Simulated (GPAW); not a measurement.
# HgTe (Coloradoite) (F-43m) in GPAW: notebook, part 2 of 2

GPAW 26.7.0. The steps go on from the part before.

### 3 Fermi surface, C09-vdW

The input, run.py:

```python
import json
import numpy as np
from ase import Atoms
from ase.dft.bandgap import bandgap
from ase.io import write
from gpaw import GPAW, PW

atoms = Atoms(['Hg', 'Te'],
              cell=[[0.0, 3.2145, 3.2145],
                    [3.2145, 0.0, 3.2145],
                    [3.2145, 3.2145, 0.0]],
              scaled_positions=[[0.0, 0.0, 0.0],
                                [0.75, 0.75, 0.75]],
              pbc=True)

calc = GPAW(mode=PW(600),
            xc={'name': 'C09-vdW', 'backend': 'libvdwxc'},
            kpts={'size': (7, 7, 7), 'gamma': True},
            occupations={'name': 'fermi-dirac', 'width': 0.05},
            setups={'Te': '16'},
            nbands=-9,
            convergence={'density': 1e-05, 'energy': 1e-05},
            maxiter=150,
            txt='gpaw.txt')
atoms.calc = calc
energy = atoms.get_potential_energy()
forces = atoms.get_forces()
calc.write('gs.gpw')
write('result.traj', atoms)
print(f'Energy: {energy:.6f} eV')
print('Forces (eV/A):')
print(forces.round(4))
print('Fermi level:', round(calc.get_fermi_level(), 4), 'eV')
print(f'Gap: {bandgap(calc)[0]:.4f} eV, direct: {bandgap(calc, direct=True)[0]:.4f} eV')

size = (12, 12, 12)
dense = calc.fixed_density(kpts={'size': size, 'gamma': True}, update_fermi_level=True,
                           convergence={'bands': 'CBM+2.0', 'eigenstates': 1e-7}, txt='dense.txt')
ef = dense.get_fermi_level()
index = np.round(dense.get_bz_k_points() * size).astype(int) % size
recip = 2 * np.pi * atoms.cell.reciprocal()
sheets = []
for s, e_kn in enumerate(dense.eigenvalues()):
    for n in range(e_kn.shape[1] - 2):
        if e_kn[:, n].min() < ef < e_kn[:, n].max():
            e = np.empty(size)
            e[tuple(index.T)] = e_kn[dense.get_bz_to_ibz_map(), n] - ef
            de = np.array([(np.roll(e, -1, c) - np.roll(e, 1, c)) * size[c] / 2 for c in range(3)])
            v = np.linalg.norm(np.einsum('vc,cxyz->vxyz', np.linalg.inv(recip), de), axis=0)
            w = np.exp(-(e / 0.1)**2) / (0.1 * np.pi**0.5)
            sheets.append({'spin': s, 'band': n, 'filled': (e < 0).mean(), 'dos': w.mean(), 'bottom': e.min(), 'top': e.max(),
                           'velocity': (w * v).sum() / w.sum() * 1.519267e5, 'slice': e[:, :, 0].round(3).tolist()})
            print(f'spin {s} band {n}: filled share {sheets[-1]["filled"]:.3f}, from {e.min():.3f} to {e.max():.3f} eV,',
                  f'{w.mean():.3f} states/eV, mean velocity {sheets[-1]["velocity"]:.3e} m/s')
print('Fermi level on the dense mesh:', round(ef, 4), 'eV,', len(sheets), 'sheets')
json.dump({'ef': ef, 'sheets': sheets}, open('fermi.json', 'w'))
```

Potentials or basis: GPAW PAW data sets (gpaw-data 1.2.1), other valence, pw.

Launch:

```bash
$ OMP_NUM_THREADS=1 python run.py
```

gpaw.txt:

```text
__  _  _
 | _ |_)|_||  |
 |__||  | ||/\| - 26.7.0

Input parameters:
  mode=PW(ecut=600.0),
  convergence={'density': 1e-05, 'energy': 1e-05},
  kpts=MonkhorstPack(size=(7, 7, 7), gamma=True),
  maxiter=150,
  nbands=-9,
  occupations=Occupations(name='fermi-dirac', width=0.05),
  setups={'Te': '16'},
  xc=XC(name='C09-vdW', backend='libvdwxc')

Diagonalizing LCAO Hamiltonian
Converting LCAO to pw mode

                      Te

       Hg

Atoms  # Å, Bohr magnetons
|   | symbol |        x |        y |        z |    initial magnetic moments |
|---|--------|----------|----------|----------|-----------------------------|
| 0 |     Hg | 0.000000 | 0.000000 | 0.000000 | ( 0.0000,  0.0000,  0.0000) |
| 1 |     Te | 4.821750 | 4.821750 | 4.821750 | ( 0.0000,  0.0000,  0.0000) |

Unit cell  # Å
| periodic |        x |        y |        z |  lengths |    angles |
|----------|----------|----------|----------|----------|-----------|
[... 175 lines left out ...]
|iter:   3| |  170.645952 | -2.26 | -1.64 |
|iter:   4| |  170.632650 | -2.91 | -2.06 |
|iter:   5| |  170.628191 | -3.39 | -2.44 |
|iter:   6| |  170.628087 | -5.07 | -3.44 |
|iter:   7| |  170.628079c| -6.05 | -4.04 |
|iter:   8| |  170.628079c| -6.97 | -4.45 |
|iter:   9| |  170.628079c| -7.66c| -5.30c|

Converged in 9 steps
Energy contributions relative to reference atoms: (reference = -717946.462165)

Energy contributions:
  Kinetic:          33.719258
  Coulomb:         -27.927338
  Zero:             -2.366358
  External:          0.000000
  Xc:              167.202860
  Entropy:          -0.000685
  Spinorbit:         0.000000
  ----------------------------
  Free energy:     170.627736
  Extrapolated:    170.628079

dipole moment: (-17.378664, -17.378664, -17.378664)  # |e|*Ang

Fermi level: 4.621
Eigenvalues  # (at kpt = [0.000, 0.000, 0.000])
| band index |      eig [eV] | occ [0-2] |
|------------|---------------|-----------|
|          0 |       -59.078 |     2.000 |
|        ... |               |           |
|         10 |        -3.014 |     2.000 |
|         11 |        -3.014 |     2.000 |
|         12 |        -2.499 |     2.000 |
|         13 |        -2.499 |     2.000 |
|         14 |         4.004 |     2.000 |
|         15 |         4.580 |     1.383 |
[... 8 lines left out ...]
|         24 |        14.421 |     0.000 |
|         25 |        14.421 |     0.000 |

No gap
No difference between direct/indirect transitions

Forces  # eV/Ang
|        x |       y |        z |
|----------|---------|----------|
| -0.00000 | 0.00000 |  0.00000 |  # Hg   0
|  0.00000 | 0.00000 | -0.00000 |  # Te   1

# Writing to gs.gpw (mode='')
```

dense.txt:

```text
Diagonalizing LCAO Hamiltonian
Converting LCAO to pw mode
convergence criteria:
- Maximum integral of absolute [eigenst]ate change: 1e-07 eV^2 / valence electron
maximum number of iterations: 150

SCF iterations
|iter     | |      energy | eigst |  dens |
|---------|-|-------------|-------|-------|
|iter:   1| |             | -0.28 |       |
|iter:   2| |             | -2.28 |       |
|iter:   3| |             | -3.79 |       |
|iter:   4| |             | -5.05 |       |
|iter:   5| |             | -6.21 |       |
|iter:   6| |             | -7.19c|       |
SCF steps: 6
  __  _  _
 | _ |_)|_||  |
 |__||  | ||/\| - 26.7.0

Input parameters:
  mode=PW(ecut=600.0),
  convergence={'bands': 'CBM+2.0', 'eigenstates': 1e-07},
  gpts=array([27, 27, 27]),
  kpts=MonkhorstPack(size=(12, 12, 12), gamma=True),
  maxiter=150,
  nbands=-9,
  occupations=Occupations(name='fermi-dirac', width=0.05),
  setups={'Te': '16'},
  xc=XC(name='C09-vdW', backend='libvdwxc')
```

It took 74 s on 1 thread of Arm Neoverse V1, shared host; peak memory 0.34 GiB.

What came out:

* Free energy: 170.6277 eV
* Band gap on the k mesh: none (metal or under the smearing width)

Levels at points of the mesh, in eV from the Fermi level:
```
           k point  band 14  band 15  band 16  band 17  band 18  band 19  band 20  band 21
(0.00, 0.00, 0.00)    -7.12    -0.62    -0.04    -0.04    -0.04     3.99     3.99     3.99
```

Caveat: the PAW data sets were made with another functional, which shifts forces and pressure a little. Spin-orbit coupling is left out, which matters for the levels of Hg, Te.

### 4 Band structure, vdW-DF2, spin-orbit coupling, no magnetisation

The input, run.py:

```python
import numpy as np
from ase.dft.bandgap import bandgap
from ase.io import write
from ase.spacegroup import crystal
from gpaw import GPAW, PW
from gpaw.spinorbit import soc_eigenstates

# Hg 4a
# Te 4c
atoms = crystal(['Hg', 'Te'],
                basis=[[0.0, 0.0, 0.0],
                       [0.25, 0.25, 0.25]],
                spacegroup=216, setting=1,  # F-43m
                cellpar=[6.429, 6.429, 6.429, 90.0, 90.0, 90.0],
                primitive_cell=True)

calc = GPAW(mode=PW(600),
            xc={'name': 'vdW-DF2', 'backend': 'libvdwxc'},
            kpts={'size': (6, 6, 6), 'gamma': True},
            occupations={'name': 'fermi-dirac', 'width': 0.05},
            nbands=18,
            convergence={'density': 1e-05, 'energy': 1e-05},
            maxiter=150,
            txt='gpaw.txt')
atoms.calc = calc
energy = atoms.get_potential_energy()
forces = atoms.get_forces()
calc.write('gs.gpw')
write('result.traj', atoms)
print(f'Energy: {energy:.6f} eV')
print('Forces (eV/A):')
print(forces.round(4))
print('Fermi level:', round(calc.get_fermi_level(), 4), 'eV')
print(f'Gap: {bandgap(calc)[0]:.4f} eV, direct: {bandgap(calc, direct=True)[0]:.4f} eV')

path = atoms.cell.bandpath('GXWKGLUWLK,UX', npoints=60, eps=1e-4)
bs_calc = calc.fixed_density(kpts=path, symmetry='off', nbands=31,
                             convergence={'bands': 'CBM+6.0', 'eigenstates': 1e-6}, txt='bands.txt')
bs = bs_calc.band_structure()
bs.write('bs.json')
print(f'Gap on the path: {bandgap(bs_calc)[0]:.4f} eV')

soc = soc_eigenstates(bs_calc, theta=90, phi=45)
np.savetxt('soc_bands.dat', soc.eigenvalues(), fmt='%.4f')
mesh = soc_eigenstates('gs.gpw', theta=90, phi=45)
np.savetxt('soc_mesh.dat', mesh.eigenvalues(), fmt='%.4f')
print('Fermi level with spin-orbit coupling:', round(mesh.fermi_level, 4), 'eV')
```

Potentials or basis: GPAW PAW data sets (gpaw-data 1.2.1), pw.

Launch:

```bash
$ OMP_NUM_THREADS=1 python run.py
```

Run time: 51 s. Hardware: 1 thread of Arm Neoverse V2, shared host; peak memory 0.33 GiB.

Results (log left out):

```yaml
Free_energy: -287.3210 eV
Band_gap_along_the_path: none (metal or under the smearing width)
```

Levels at the corners of the path, in eV from the Fermi level:
| point | band 21 | band 22 | band 23 | band 24 | band 25 | band 26 | band 27 | band 28 |
| --- | --- | --- | --- | --- | --- | --- | --- | --- |
| Γ | -0.90 | -0.90 | -0.01 | -0.01 | -0.01 | -0.01 | 3.08 | 3.08 |
| X | -2.73 | -2.73 | -2.56 | -2.55 | 1.58 | 1.58 | 2.04 | 2.04 |
| W | -3.24 | -3.02 | -2.88 | -2.83 | 2.63 | 3.11 | 4.14 | 4.21 |
| K | -3.35 | -3.31 | -2.24 | -2.21 | 1.83 | 1.99 | 3.58 | 3.69 |
| Γ | -0.90 | -0.90 | -0.01 | -0.01 | -0.01 | -0.01 | 3.08 | 3.08 |
| L | -1.64 | -1.64 | -0.99 | -0.99 | 0.39 | 0.39 | 4.46 | 4.46 |
| U | -3.35 | -3.31 | -2.24 | -2.21 | 1.83 | 1.99 | 3.58 | 3.69 |
| W | -3.24 | -3.02 | -2.88 | -2.83 | 2.63 | 3.11 | 4.14 | 4.21 |
| L | -1.64 | -1.64 | -0.99 | -0.99 | 0.39 | 0.39 | 4.46 | 4.46 |
| K | -3.35 | -3.31 | -2.24 | -2.21 | 1.83 | 1.99 | 3.58 | 3.69 |
| U | -3.35 | -3.31 | -2.24 | -2.21 | 1.83 | 1.99 | 3.58 | 3.69 |
| X | -2.73 | -2.73 | -2.56 | -2.55 | 1.58 | 1.58 | 2.04 | 2.04 |

Caveat: spin-orbit coupling was added after a scalar SCF, so levels and gaps hold it while energy, forces, pressure and moments don't; this program's spin-orbit splittings come out too wide for heavy elements; the PAW data sets were made with another functional, which shifts forces and pressure a little.

### 5 Overview

| task | level | potentials or basis | spin | cell | k mesh | cutoff (eV) | convergence | supercell | supercell k mesh | displacement | relaxed first | gap on the mesh (eV) |
| --- | --- | --- | --- | --- | --- | --- | --- | --- | --- | --- | --- | --- |
| gruneisen | PBEsol+D4 | PAW data sets generated in the run's folder for this functional, pw | off | relaxed | 7 × 7 × 7 | 510 | density=1e-06 eigenstates=1e-09 | 1 × 1 × 1 | 7 × 7 × 7 | 0.01 | cell | none |
| Fermi surface | C09-vdW | GPAW PAW data sets (gpaw-data 1.2.1), other valence, pw | off | as given | 7 × 7 × 7 | 600 | - | - | - | - | - | none |
| band structure | vdW-DF2 | GPAW PAW data sets (gpaw-data 1.2.1), pw | SOC, no magnetisation | as given | 6 × 6 × 6 | 600 | - | - | - | - | - | - |

Alike in all rows: smearing fermi-dirac 0.05 eV.

Caveats: the PAW data sets were made with another functional, which shifts forces and pressure a little (some runs); the cutoff is short for stress and forces, so pressures can be off by a GPa or more (some runs); the density grid can change from cell to cell, which puts small steps into energies and stress (some runs); spin-orbit coupling was added after a scalar SCF, so levels and gaps hold it while energy, forces, pressure and moments don't (some runs); this program's spin-orbit splittings come out too wide for heavy elements (some runs).

Total energies depend on the potentials used, so only differences within one code and one set of settings carry meaning.
